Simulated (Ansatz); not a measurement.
System: rutile GeO2. Method: PBEsol (Ansatz, a quantum-chemistry and plane-wave program, PAW).

Numerical settings: plane-wave cutoff 500 eV, 10×6×1 k mesh (along the axes of the cell as run), gaussian smearing 0.02 eV, scalar-relativistic PAW data made under PBE.

**Question.** Give the computed surface energy of the (110) face and ionisation potential of the slab.

**Answer.** 
- surface energy of the (110) face: 1.01 J/m²
- ionisation potential of the slab: 7.91 eV

The slab of 24 atoms is relaxed and unreconstructed.
